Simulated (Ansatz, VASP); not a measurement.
**One calculation of BN, two programs**

INCAR

```
PREC     = Accurate       # precision mode
ENCUT    = 520            # plane-wave cutoff, eV
EDIFF    = 1E-7           # SCF threshold, eV
ISMEAR   = 0              # smearing method
SIGMA    = 0.05           # smearing width, eV
LREAL    = False          # projectors in reciprocal space
LASPH    = True           # aspherical terms in the spheres
NELM     = 60             # most SCF steps
ALGO     = Normal         # electronic algorithm
ISIF     = 2              # what is computed and relaxed
LWAVE    = False          # write WAVECAR
LCHARG   = False          # write CHGCAR
GGA      = PE             # functional
IVDW     = 12             # dispersion correction
NBANDS   = 11             # bands
```

Contents of KPOINTS:

```
regular mesh
0
Gamma
  12 12 12
```

File POSCAR:

```
BN
1.0
    1.3533014517      0.7813289574      3.2948845324
   -1.3533014517      0.7813289574      3.2948845324
    0.0000000000     -1.5626579148      3.2948845324
B N
1 1
Direct
    0.9996975446      0.9996975446      0.9996975446
    0.3327354554      0.3327354554      0.3327354554
```

Input for Ansatz:

```yaml
crystal:
  lattice:
    - [1.3533014517, 0.7813289574, 3.2948845324]
    - [-1.3533014517, 0.7813289574, 3.2948845324]
    - [0.0, -1.5626579148, 3.2948845324]
  atoms:
    - { symbol: B, position: [0.9996975446, 0.9996975446, 0.9996975446] }
    - { symbol: "N", position: [0.3327354554, 0.3327354554, 0.3327354554] }
basis:
  ecutwfc: 420
kpoints:
  mp_grid: { grid: [12, 12, 12] }
hamiltonian:
  xc: pbe
  dispersion: d3bj
scf:
  occupations: { method: gaussian, width: 0.05 }
output:
  forces: true
  stress: true
  eigenvalues: true
```

Change from the starting cell: strain +0.080 along x and y, +0.000 along z, atoms carried along.

Alike in both runs: task single point; functional PBE; dispersion D3(BJ); k mesh 12 × 12 × 12; occupations gaussian, width 0.05 eV; no spin polarisation.

```csv
,VASP,Ansatz
version,VASP 6.6.1,Ansatz 0.2.0
potentials or method,"VASP PAW PBE potentials, release 64 (B, N)","scalar-relativistic, plane waves, PAW"
plane-wave cutoff (eV),520,420
valence electrons in the cell,8,8
```

```csv
,VASP,Ansatz,Ansatz less VASP
gap on the k mesh at the Fermi level (eV),3.72,3.72,+0.004
least direct gap on the mesh (eV),4.11,4.12,+0.002
pressure (GPa),-39.4,-39.3,+0.02
largest component of the traceless stress (GPa),39.47,39.55,+0.079
rms of the force components (eV/Å),0.014,0.014,-0.0001
```

Atom by atom the forces differ by 0.000 eV/Å (rms over components).

Caveats: the cell as given lies far from equilibrium; so large a pressure means that the cell lies far from this level's equilibrium, or that cutoff or potentials fall short (VASP). A k mesh can miss the band edges.
